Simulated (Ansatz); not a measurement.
## Zone-centre phonons of MgO at 2 GPa: input and output

Theory: DFT PBEsol, scalar-relativistic, plane waves, PAW (Ansatz).

Launched with:
```bash
ansatz run input.yaml --threads 1 --pin off --max-ram 3072MiB --backend cpu --events-out ev --progress --plain --runs-dir out
```

Input (bare energies are in eV):
```yaml
crystal:
  lattice:
    - [0.0, 2.0983923702, 2.0983923702]
    - [2.0983923702, 0.0, 2.0983923702]
    - [2.0983923702, 2.0983923702, 0.0]
  atoms:
    - { symbol: Mg, position: [0.0, 0.0, 0.0] }
    - { symbol: O, position: [0.5, 0.5, 0.5] }
basis:
  ecutwfc: 420
kpoints:
  mp_grid: { grid: [10, 10, 10] }
hamiltonian:
  xc: pbesol
scf:
  occupations: { method: fixed }
output:
  eigenvalues: true
phonons:
  method: dfpt
  dielectric: true
  rigid_motions: translations
  eigenvectors: true
```

The end of the output:
```
--- Phonons (Γ-DFPT): 2 representative perturbations + reference, on 102 of 1000 k-points (Σ response iterations 6) ---
  k mesh reduced under 8 symmetry operations, with k and −k counted as one. Each operation leaves every solved perturbation unchanged. A smaller set is not considered because the run solves the response ...
  ASR residual: 1.125e-4 → 0.000e0 eV/Å²; symmetrization residual: 1.884e-7 eV/Å²
  ASR residual per site (eV/Å²): 1.11e-4 1.13e-4
  Γ frequencies (cm⁻¹): 0.00 0.00 0.00 399.10 399.10 399.10
  ε∞ (high-frequency dielectric tensor):
        3.230536    -0.000000     0.000000
        0.000000     3.230536    -0.000000
        0.000000     0.000000     3.230536
  ε⁰ (static dielectric tensor: ions relaxed, cell fixed):
        9.989200    -0.000000     0.000000
        0.000000     9.989200    -0.000000
        0.000000    -0.000000     9.989200
  ε⁰ − ε∞ (ionic part):
        6.758664     0.000000     0.000000
        0.000000     6.758664    -0.000000
        0.000000    -0.000000     6.758664
  softest optical mode at Γ: 399.10 cm⁻¹; the repairs (sum rule, projections) moved no ω² at Γ by more than (1.39 cm⁻¹)²
  Born effective charges Z* (e; rows j = field, columns β = displacement):
    site 0:
         1.97500   -0.00000    0.00000
         0.00000    1.97500    0.00000
         0.00000   -0.00000    1.97500
    site 1:
        -1.97500    0.00000   -0.00000
        -0.00000   -1.97500    0.00000
         0.00000    0.00000   -1.97500
  Z* charge neutrality: 2.578e-6 e pre-enforcement
  k-mesh period / interband length: 29.7 Å / 1.42 Å = 20.86 at k = (0.0000, 0.0000, 0.0000), direct gap 4.740 eV — 14 or more, which is no proof of convergence
  optical modes at Γ without the LO–TO term, one row a degenerate level:
      ω (cm⁻¹) modes IR ((D/Å)²/amu)
        399.10      3            27.9820
  optical modes at Γ + LO–TO along q̂ = [1.0000, 0.0000, 0.0000]:
      ω (cm⁻¹) modes IR ((D/Å)²/amu)
        399.10      2            18.6547
        701.80      1             9.3273
  optical modes at Γ + LO–TO along q̂ = [0.0000, 1.0000, 0.0000]:
      ω (cm⁻¹) modes IR ((D/Å)²/amu)
        399.10      2            18.6547
        701.80      1             9.3273
  optical modes at Γ + LO–TO along q̂ = [0.0000, 0.0000, 1.0000]:
      ω (cm⁻¹) modes IR ((D/Å)²/amu)
        399.10      2            18.6547
        701.80      1             9.3273
```

It took 9 s on 1 thread of Intel(R) Xeon(R) Processor @ 2.70GHz, with other jobs on the host, peak memory 0.39 GiB.